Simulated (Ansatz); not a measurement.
Runs of Ansatz 0.2.0 on W. Symmetry: Im-3m, No. 229, cubic system. The conventional cell has a = 3.165 Å, b = 3.165 Å, c = 3.165 Å, α = 90.00°, β = 90.00°, γ = 90.00°. W (site symmetry m-3m) is surrounded by 8 W at 2.74 Å. 

```tsv
level	gap on the mesh (eV)	pressure (GPa)	relaxed volume (Å³/atom)
RPBE	none	0.0	16.35
PBE	none	0.0	(b)
revPBE	none	0.0	(a)
LDA	none	0.0	15.40
BLYP	none	0.0	16.68
```

Alike in all rows: task relaxation of cell and atoms; potentials or basis Ansatz PAW; no spin polarisation; cell relaxed; k mesh 12 × 12 × 12; cutoff (eV) 420; smearing fermi-dirac 0.05 eV.

Task: Estimate the missing entries.

Result: (a) 16.29; (b) 16.15.

Caveats: the plane-wave basis is chosen anew once the cell has moved, so the energies of steps on either side of that aren't comparable; the PAW data sets come from PBE, with cores solved anew for the run's functional, which leaves a small shift of forces and pressure (some runs).

A k mesh can miss the band edges, and the runs leave out spin-orbit coupling on W.

A gap of «none» marks a metal or a gap under the smearing width.
